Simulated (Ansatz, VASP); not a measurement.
This is a calculation of SnSe for VASP 6.6.1.

Contents of INCAR:

```
SYSTEM = SnSe
ALGO = Normal
EDIFF = 1E-7
ENCUT = 520
GGA = PE
ISIF = 2
ISMEAR = -1
LASPH = .TRUE.
LCHARG = .FALSE.
LREAL = .FALSE.
LWAVE = .FALSE.
NBANDS = 17
NELM = 80
PREC = Accurate
SIGMA = 0.05
```

KPOINTS

```
k-points
0
G
  8 8 8
  0 0 0
```

The input POSCAR:

```
SnSe
1.0
    0.0000000000      3.0690345955      3.0690345955
    3.0690345955      0.0000000000      3.0690345955
    3.0690345955      3.0690345955      0.0000000000
Sn Se
1 1
Direct
    0.0000000000      0.0000000000      0.0000000000
    0.5000000000      0.5000000000      0.5000000000
```

Potentials or basis: VASP PAW PBE potentials, release 64 (Sn_d, Se).

Command:

```console
$ cat potpaw_PBE.64/Sn_d/POTCAR potpaw_PBE.64/Se/POTCAR > POTCAR
$ mpirun -np 1 vasp_std > vasp.out
```

Problem. Translate it to Ansatz 0.2.0. Potentials there: Ansatz PAW.

Solution. As run (the cutoff follows the program's own potentials):

Contents of input.yaml:

```yaml
crystal:
  lattice:
    - [0.0, 3.0690345955, 3.0690345955]
    - [3.0690345955, 0.0, 3.0690345955]
    - [3.0690345955, 3.0690345955, 0.0]
  atoms:
    - { symbol: Sn, position: [0.0, 0.0, 0.0] }
    - { symbol: Se, position: [0.5, 0.5, 0.5] }
hamiltonian:
  xc: pbe
  pseudopotentials: { kind: paw }
kpoints:
  mp_grid: { grid: [8, 8, 8] }
scf:
  occupations: { method: fermi_dirac, width: 0.05 }
output:
  forces: true
  stress: true
  eigenvalues: true
```

Potentials or basis: Ansatz PAW.

Command:

```sh
$ ansatz run input.yaml --threads 1 --pin off --max-ram 3584MiB --backend cpu --events-out ev --progress --plain --runs-dir out
```

Both were run:

|  | VASP | Ansatz | Ansatz less VASP |
| --- | --- | --- | --- |
| gap on the k mesh at the Fermi level (eV) | 0.34 | 0.34 | -0.001 |
| least direct gap on the mesh (eV) | 0.34 | 0.34 | -0.001 |
| pressure (GPa) | -1.8 | -1.8 | +0.01 |

The two sets of potentials don't hold the same shells in valence.

Caveats: spin-orbit coupling is left out, which moves the levels of the heavy elements. A k mesh can miss the band edges.
